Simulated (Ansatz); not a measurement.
**Structure types of AlCo compared at 25 GPa**

Structure types of AlCo are relaxed in primitive cells with their symmetry kept at 25 GPa, on PAW files; LAPW relaxes the small cells further and takes the PAW cell for the others (marked *). The enthalpy is E + pV at zero temperature, without zero-point motion. Only the types listed were tried, and differences under about 5 meV/atom are mesh noise. The real phase may be another.

Computed with Ansatz 0.2.0; functional PBE, scalar-relativistic. Settings: Fermi–Dirac smearing of 0.08 eV, no spin polarisation. Methods: LAPW: all electrons, basis error target 0.5 meV/atom; PAW: frozen-core files, cutoff 420 eV.

k meshes: rocksalt 14×14×14, CsCl 14×14×14, WC 15×15×13, NiAs 11×11×6, zincblende 13×13×13.

Spin polarisation is left out, though a magnetic state may lie lower.

```
start type                   ends as          a, b, c (Å)  V (Å³/atom)  H − H(lowest), LAPW (meV/atom)
  rocksalt           rocksalt, Fm-3m  4.553, 4.553, 4.553        11.79                               ?
      CsCl               CsCl, Pm-3m  2.749, 2.749, 2.749        10.39                             0.0
        WC       distorted WC, P-6m2  2.603, 2.603, 3.686        10.81                               ?
     NiAs*  distorted NiAs, P6_3/mmc  2.603, 2.603, 7.375        10.82                           357.1
zincblende         zincblende, F-43m  4.925, 4.925, 4.925        14.93                          2432.4
```

Problem. Give the missing entry: row "WC", column "H − H(lowest), LAPW (meV/atom)".

Solution. 355.0.

Problem. What belongs in the row "rocksalt", column "H − H(lowest), LAPW (meV/atom)"?

Solution. 1103.5.

Problem. Split the lead of CsCl over distorted WC into energy and pV.

Solution. For distorted WC less CsCl: ΔE = +288.8 meV/atom, and p·ΔV = 25 GPa × +0.4245 Å³ × 6.242 meV/(GPa·Å³) = +66.2 meV/atom, together 355.0 meV/atom. CsCl wins on both counts.
